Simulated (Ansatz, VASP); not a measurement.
**Mg2ZnO3 in VASP and in Ansatz**

```xyz
6
Lattice="3.0330 0.0000 0.0000 -1.5165 2.6267 0.0000 0.0000 0.0000 7.4033" Properties=species:S:1:pos:R:3 pbc="T T T"
Mg    0.0000    1.7511    4.9291
Mg    1.5165    0.8756    2.4742
Zn    0.0000    0.0000    0.0000
O     0.0000    1.7511    1.2780
O     1.5165    0.8756    6.1254
O     0.0000    0.0000    3.7017
```

The cell comes from a database or a generator and needn't be the stable form of this composition.

Alike in both runs: task single point; functional PBEsol; k mesh 5 × 5 × 2; no spin polarisation.

```csv
,VASP,Ansatz
version,VASP 6.6.1,Ansatz 0.2.0
potentials or method,"VASP PAW PBE potentials, release 64 (Mg, Zn, O)","plane waves, PAW"
plane-wave cutoff (eV),520,420
occupations,"gaussian, width 0.01 eV",fixed
valence electrons in the cell,34,50
```

|  | VASP | Ansatz | Ansatz less VASP |
| --- | --- | --- | --- |
| gap on the k mesh at the Fermi level (eV) | 2.78 | 2.80 | +0.016 |

The two sets of potentials don't hold the same shells in valence.

Caveats: the k mesh is coarse (spacing up to 0.48 Å⁻¹), so the values aren't converged; an odd mesh through Γ misses points on the zone boundary, where band edges often lie.
